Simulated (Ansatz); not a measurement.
# Ge (Cmcm) in Ansatz: notebook

One crystal, Ge, is run at these levels: r2SCAN50, HF; tasks: single point, relaxation of cell and atoms.

Program: Ansatz 0.2.0. These are calculated values, not measurements. Logs are shortened: lines on timing, memory, paths and dates and some standing lists are left out, and cuts for length are marked.

**1. The structure**

It takes space group Cmcm (No. 63, orthorhombic). The conventional cell has a = 2.976 Å, b = 5.189 Å, c = 4.728 Å, α = 90.00°, β = 90.00°, γ = 90.00°. Ge (site symmetry m2m) has 12 Ge at 2.92 to 2.99 Å as nearest neighbours.

This isn't the form of Ge at room conditions, which is diamond.

**2. Single point, r2SCAN50**

The input, input:

```
crystal:
  lattice:
    - [1.488052925, -2.59468961, 0.0]
    - [1.488052925, 2.59468961, 0.0]
    - [0.0, 0.0, 4.72759579]
  atoms:
    - { symbol: Ge, position: [0.33344663, 0.66655337, 0.25] }
    - { symbol: Ge, position: [0.66655337, 0.33344663, 0.75] }
hamiltonian:
  xc: r2scan50
  pseudopotentials: { kind: paw }
kpoints:
  mp_grid: { grid: [5, 5, 3] }
scf:
  occupations: { method: fermi_dirac, width: 0.05 }
output:
  forces: true
  stress: true
  eigenvalues: true
```

Potentials or basis: Ansatz PAW.

Output:

```text
Warning: output.stress: scf.convergence.dr2_threshold = 1e-7 eV (the SCF's general default) is looser than the 2e-10 eV advised for a printed stress (1e-10 eV for each atom of the cell: 2). What an SCF threshold leaves in a stress goes as its square root, and in the free energy as the threshold itself, and one threshold admits the most on a small cell: of the crystals measured, under no hybrid functional and no lock of the moments, on runs that ended without the residual-converged pass, on stresses that held no estimate of that error, the worst erred by over 100 MPa in a component at 1e-7 eV an atom and by under 5 at 1e-10. Set scf.convergence.dr2_threshold to 2e-10 eV or tighter. The threshold is an SCF's pass mark: one that does not reach it within its budget of iterations ends unconverged, or closes short of it on a stop that the run arms, and scf.convergence.dr2_threshold's page says what that costs each kind of run
Warning: output.stress: scf.exx.energy_threshold = 1e-6 eV is looser than the 2e-8 eV advised for a stress under a hybrid functional (1e-8 eV for each atom of the cell: 2). Every SCF of the exchange loop can meet its threshold on dr2 while the loop round them stops early: no threshold on dr2 bounds what that leaves in the stress. Set scf.exx.energy_threshold to 2e-8 eV or tighter. The threshold is the loop's pass mark: a loop that does not reach it within its budget of cycles ends unconverged, and scf.exx.energy_threshold's page has the law
GPUs: using 1 of 1 available (devices: 1).
Engine: ansatz 0.2.0, x86_64-unknown-linux-gnu
Pseudopotentials: kind: paw
Pseudopotential: Ge, paw, valence charge 14, recommended cutoff 500 eV (meta_gga), Ge.paw.azcp
Functional definition: r2SCAN50
  parameter a = 0.5
  parameter k0 = 0.174
  parameter k1 = 0.065
  parameter a1 = 4.9479
  exchange = (1 - a)*r2scan_x(k0 = k0, k1 = k1, a1 = a1) + a*exact_x
  correlation = r2scan_c
device memory: the entry about to start is reckoned to put 0.6 GiB on a device that reports 43.6 GiB free (of which the cap on the GPU budget leaves the run 18.0 GiB)
GPU FFT provider: cuFFT
GPU libraries: cuBLAS 13.8.2, cuFFT 12.4.0, cuSOLVER 12.3.4
Crystal: 2 atoms, lattice volume = 36.507 Å³
Basis set: ecut = 500 eV, 957 PW (Γ), exchange–correlation on 96×96×144 points (64 copies of the dense FFT grid, shifted against one another)
Bands: 18, of which v1, the nominal top of the filled ones, is band 14 counted from 1 (13 counted from 0)
Symmetry: 8 space group operations
Space group: Cmcm (ITA 63), of the structure as read, at distance tolerance 3.3e-5 Å
k-points: 18 of 75
Non-local potential: Ge, projectors of the file, l = 0: 2, l = 1: 2, l = 2: 3, l = 3: 1
PAW form: soft (Blöchl's): semilocal exchange-correlation on the pseudo side does not see the compensation charge
PAW frozen core: Ge, regenerated for the run's functional, and the local potential with it (the file was generated under x = pbe(κ = 0.804, μ = 0.2195149727645171), c = pbe(β = 0.06672455060314922))
PAW one-centre angular grid: Ge, 590 points (default); XC on 160 Gauss nodes
Initial density: superposition of atomic densities (neutral atoms: chi_scale 0, normalization atom), corrected by the library's trained network
Initial wavefunctions: pseudopotential atomic-orbital guess
GPU buffer pool allocated for 20736 grid points (all kernels)
GPU transforms: local potential and band sums: pruned to the plane-wave sphere, on 24×24×36
Functional: x = r2scan, c = r2scan; τ floored in thin density (d = 2e-4 eV/Å³), warm-up for x = 0.5 r2scan + 0.5 exact, c = r2scan; τ floored in thin density (d = 2e-4 eV/Å³)
SCF iter   1: F=—  HF=-8604.550467 eV  |F-HF|=—  |Δ(HF+E_count)|=         —  Δρ=7.47e-3  dr2=8.17e-3  dr2_τ=8.08e-4  ethr=1.77e-3  ⟨swp⟩=5.4  Hψ=1185  notcnv=0
preconditioner: auto → none  [metal: Δε(μ)=0.114 eV  Ē_g=24.187 eV  σ=0.050 eV  W_gap=0.49  n_scr=8 (ndim 8)  ℏωp=32.5 eV  f_vac=0.000  D(μ)=1.71/eV (n_scr^D=22)  sad-step TF]
SCF iter   2: F=—  HF=-8604.566205 eV  |F-HF|=—  |Δ(HF+E_count)|=   1.57e-2  Δρ=2.95e-3  dr2=2.32e-3  dr2_τ=1.99e-5  ethr=2.92e-5  ⟨swp⟩=3.7  Hψ=986  notcnv=0
SCF iter   3: F=—  HF=-8604.567372 eV  |F-HF|=—  |Δ(HF+E_count)|=   1.17e-3  Δρ=1.51e-3  dr2=5.43e-4  dr2_τ=4.92e-6  ethr=8.30e-6  ⟨swp⟩=3.0  Hψ=637  notcnv=0
iter 4 solved again at ethr=1.15e-8 eV; its pass at ethr=1.94e-6 eV (dr2=3.22e-6 eV) is discarded
SCF iter   4: F=—  HF=-8604.567903 eV  |F-HF|=—  |Δ(HF+E_count)|=   5.32e-4  Δρ=1.09e-4  dr2=3.24e-6  dr2_τ=3.05e-8  ethr=1.15e-8  ⟨swp⟩=3.9  Hψ=1609  notcnv=0
SCF iter   5: F=—  HF=-8604.567911 eV  |F-HF|=—  |Δ(HF+E_count)|=   7.70e-6  Δρ=1.78e-5  dr2=8.33e-8  dr2_τ=2.56e-9  ethr=1.15e-8  ⟨swp⟩=3.2  Hψ=835  notcnv=0
SCF iter   6: F=—  HF=-8604.567911 eV  |F-HF|=—  |Δ(HF+E_count)|=   1.94e-7  Δρ=2.52e-6  dr2=2.23e-9  dr2_τ=2.68e-11  ethr=2.97e-10  ⟨swp⟩=3.9  Hψ=854  notcnv=0
SCF iter   7: F=-8604.567911 eV  HF=-8604.567911 eV  |F-HF|=2.18e-11  |Δ(HF+E_count)|=   1.78e-9  Δρ=2.06e-7  dr2=1.44e-11  dr2_τ=2.12e-13  ethr=7.96e-12  ⟨swp⟩=3.0  Hψ=652  notcnv=0
SCF 1 converged in 7 iterations: F = -8604.567911 eV  dr2 = 1.44e-11
device memory: the entry about to start is reckoned to put 1.2 GiB on a device that reports 41.1 GiB free (of which the cap on the GPU budget leaves the run 18.0 GiB)
GPU FFT provider: cuFFT
GPU libraries: cuBLAS 13.8.2, cuFFT 12.4.0, cuSOLVER 12.3.4
Initial density: handed on by an earlier stage of this run
Initial wavefunctions: those handed on with the density
GPU buffer pool allocated for 20736 grid points (all kernels)
[... 43 lines left out ...]
SCF iter   6: F=—  HF=-8600.538131 eV  |F-HF|=—  |Δ(HF+E_count)|=   6.33e-8  Δρ=5.85e-6  dr2=4.02e-7  dr2_τ=1.20e-10  ethr=1.48e-10  ⟨swp⟩=3.0  Hψ=827  notcnv=0
SCF iter   7: F=—  HF=-8600.538131 eV  |F-HF|=—  |Δ(HF+E_count)|=  6.22e-10  Δρ=8.78e-7  dr2=3.97e-7  dr2_τ=1.26e-11  ethr=1.70e-11  ⟨swp⟩=2.1  Hψ=581  notcnv=0
SCF iter   8: F=—  HF=-8600.538133 eV  |F-HF|=—  |Δ(HF+E_count)|=   2.25e-6  Δρ=9.39e-6  dr2=4.07e-8  dr2_τ=8.18e-11  ethr=1.00e-12  ⟨swp⟩=5.0  Hψ=1331  notcnv=0
SCF iter   9: F=—  HF=-8600.538133 eV  |F-HF|=—  |Δ(HF+E_count)|=   1.88e-8  Δρ=1.39e-6  dr2=6.46e-9  dr2_τ=4.54e-12  ethr=1.00e-12  ⟨swp⟩=4.1  Hψ=1085  notcnv=0
SCF iter  10: F=—  HF=-8600.538133 eV  |F-HF|=—  |Δ(HF+E_count)|=  1.04e-10  Δρ=1.37e-7  dr2=5.99e-9  dr2_τ=9.06e-14  ethr=1.00e-12  ⟨swp⟩=3.0  Hψ=627  notcnv=0
Mixer restart at iter 10: flushing history
SCF iter  11: F=—  HF=-8600.538133 eV  |F-HF|=—  |Δ(HF+E_count)|=   9.54e-9  Δρ=1.52e-6  dr2=1.12e-9  dr2_τ=1.61e-12  ethr=1.00e-12  ⟨swp⟩=4.6  Hψ=1080  notcnv=0
SCF iter  12: F=-8600.538133 eV  HF=-8600.538133 eV  |F-HF|=1.64e-11  |Δ(HF+E_count)|=  1.55e-10  Δρ=1.96e-7  dr2=3.93e-11  dr2_τ=5.70e-13  ethr=1.00e-12  ⟨swp⟩=3.1  Hψ=706  notcnv=0
SCF 4 converged in 12 iterations: F = -8600.538133 eV  dr2 = 3.93e-11
  Residual-converged pass: ⟨swp⟩=3.0  Hψ=740  notcnv=0  max |occ|·‖R‖ = 2.6e-7 eV (tolerance 2.7e-7 eV)  dr2=4.29e-11  dr2_τ=9.00e-13  dr2_onsite=4.40e-12  max |Δocc| = 9.8e-17
hybrid outer 3: dexx = +1.294e-5 eV, tail = 1.71e-5 eV, Δε = 1.16e-2 eV (about 3.87e-4 eV left of the loop's levels), ΔF = 7.86e-3 eV/Å (tail 7.07e-3)
GPU FFT provider: cuFFT
GPU libraries: cuBLAS 13.8.2, cuFFT 12.4.0, cuSOLVER 12.3.4
GPU buffer pool allocated for 20736 grid points (all kernels)
GPU transforms: local potential and band sums: pruned to the plane-wave sphere, on 24×24×36
Exchange kernel: α = 0.5000, full range, Wigner–Seitz truncation, v(0) = 6741.4865 eV·Å³, q-mesh 5×5×3, nearest image of the exchange supercell L = 14.18 Å, pair-density grid 15×15×24, without the augmentation charges, whose exchange is taken in its separable form by FFT convolution over the k-point mesh (sized by the pseudopotential files, 20×20×36 at the most), smooth part of the exact exchange by density-matrix convolution in up to 1.13 GiB of GPU memory as planned if the GPU has room (build and FFT work areas not counted)
Frozen-core exchange: fock
SCF iter   1: F=—  HF=-8600.538133 eV  |F-HF|=—  |Δ(HF+E_count)|=         —  Δρ=3.61e-6  dr2=2.53e-9  dr2_τ=2.64e-11  ethr=1.08e-9  ⟨swp⟩=4.8  Hψ=776  notcnv=0
SCF iter   2: F=—  HF=-8600.538133 eV  |F-HF|=—  |Δ(HF+E_count)|=   2.70e-9  Δρ=1.85e-6  dr2=7.14e-10  dr2_τ=1.27e-11  ethr=6.57e-12  ⟨swp⟩=4.3  Hψ=1071  notcnv=0
SCF iter   3: F=-8600.538133 eV  HF=-8600.538133 eV  |F-HF|=6.55e-11  |Δ(HF+E_count)|=  3.02e-10  Δρ=7.66e-7  dr2=1.17e-10  dr2_τ=6.25e-13  ethr=2.21e-12  ⟨swp⟩=3.1  Hψ=613  notcnv=0  defer=2
SCF 5 converged in 3 iterations: F = -8600.538133 eV  dr2 = 1.17e-10
  Residual-converged pass: ⟨swp⟩=3.0  Hψ=810  notcnv=0  max |occ|·‖R‖ = 2.3e-7 eV (tolerance 2.7e-7 eV)  dr2=1.17e-10  dr2_τ=7.15e-13  dr2_onsite=1.46e-10  max |Δocc| = 5.0e-18
hybrid outer 4: dexx = +3.853e-9 eV, tail = 6.03e-10 eV, Δε = 1.30e-4 eV (about 2.06e-5 eV left of the loop's levels), ΔF = 7.03e-4 eV/Å (tail 1.60e-4)
hybrid SCF converged: 4 outer / 25 inner (+7 warm-up), last move |dexx| = 3.85e-9 eV, tail = 6.03e-10 eV
Stability not checked: this state was not tested for a lower state beside it, because the functional holds exact exchange (a hybrid, or Hartree-Fock), whose exchange loop this test does not read (fock_operator; see scf.lower_state_search)
Free energy (F): -8600.538133 eV
Frozen-core exchange: fock
Harris-Foulkes:  -8600.538133 eV  (|F-HF|=6.55e-11)
Internal energy: -8600.535133 eV  (E = F + TS)
E sigma→0 (E₀):  -8600.536633 eV
Entropy (-TS):   -0.003001 eV (-1.500 meV/atom)
Fermi energy:    11.024126 eV
--- Per-component energies (eV) ---
  E_band       = -394.741961
  E_kinetic    = 217.103208
  E_local      = -4208.246282  (includes V_loc(G=0)·N_el)
  E_nonlocal   = 834.770092
  E_hartree    = 1848.862464
  E_xc         = -77.511108
  E_vxc        = -74.242179  (∫ρ·V_xc dr)
  E_exx        = -240.459538  (= α·E_x^exact, valence–valence)
  E_paw        = -3877.254358  (= ΣΔE_a)
  E_vpaw       = -384.188433  (= ΣTr[D̂ρ^β])
  E_aug_tail   = 0.000037  (compensation charges beyond the density's cutoff)
  E_vtau       = 3.255817  (kinetic-family band-sum trace: ∫τ·v_τ [+ j·A + Jᵃ·Aᵃ] dr)
  E_ewald      = -3095.412836
  E_core_change = -2.386814  (= ΣΔE_core)
  E_smearing   = -0.003001  (= −TS)
  E_closure    = -0.000000  (closes the sum)
  Σ components = -8600.538133   (vs F -8600.538133, Δ=-1.82e-12)
--- Forces (eV/Å), atoms counted from 1 ---
  atom   1  Ge     0.00000000    -0.10109809     0.00000000
  atom   2  Ge     0.00000000     0.10109809     0.00000000
  max |Σ_I F_I| component: 0.00e0 eV/Å
--- Stress (GPa, compression-positive) ---
       -4.116207       0.000000       0.000000
        0.000000      -3.754545       0.000000
        0.000000       0.000000       7.275364
  P = ⅓ Tr σ = -0.1985 GPa (-1.985 kbar)
--- Band table (eV; the first three rows and the last of 18) ---
  k-point 0: bands = ["-21.3164", "-21.3115", "-21.3111", "-21.3056", "-21.3018", "-21.2976", "-21.2803", "-21.2738", "-21.2091", "-21.2026", "-6.4338", "1.0013", "3.1455", "20.6617", "20.7949", "23.0008", "23.1138", "24.7432"]
  k-point 1: bands = ["-21.3228", "-21.3187", "-21.3147", "-21.3110", "-21.3077", "-21.3005", "-21.2524", "-21.2465", "-21.2202", "-21.2140", "-5.5313", "-2.7654", "8.9829", "18.4040", "21.3339", "21.4571", "22.6615", "22.7729"]
  k-point 2: bands = ["-21.3398", "-21.3104", "-21.2933", "-21.2895", "-21.2874", "-21.2819", "-21.2748", "-21.2654", "-21.2238", "-21.2023", "-5.3424", "2.1432", "4.4239", "13.6275", "17.7948", "19.4615", "22.0585", "22.7212"]
  k-point 17: bands = ["-21.3539", "-21.3320", "-21.3260", "-21.2988", "-21.2786", "-21.2391", "-21.2286", "-21.2279", "-21.2128", "-21.2061", "-1.1199", "1.5775", "5.3182", "8.2375", "14.8106", "16.7175", "19.1917", "19.4001"]
```

Run time: 20 s. Hardware: 1 × NVIDIA H100 80GB HBM3 with 2 threads of AMD EPYC 7R13 (Zen 3), shared host; peak memory 1.6 GiB.

Results:

```yaml
Free_energy: -8600.5381 eV
Pressure: -0.2 GPa
Largest_force: 0.101 eV/Å
Band_gap_on_the_k_mesh: none (metal or under the smearing width)
```

Forces in eV/Å, atoms in the order of the input:
```
Ge   0.000 -0.101  0.000
Ge   0.000  0.101  0.000
```

Stress tensor (GPa, compression positive):
```
-4.12  0.00  0.00
 0.00 -3.75  0.00
 0.00  0.00  7.28
```

Caveat: the k mesh is coarse (spacing up to 0.49 Å⁻¹), so the values aren't converged, least of all with exact exchange; the PAW data sets come from PBE, with cores solved anew for the run's functional, which leaves a small shift of forces and pressure; the thresholds are loose for stress.

[end of part 1 of 2]
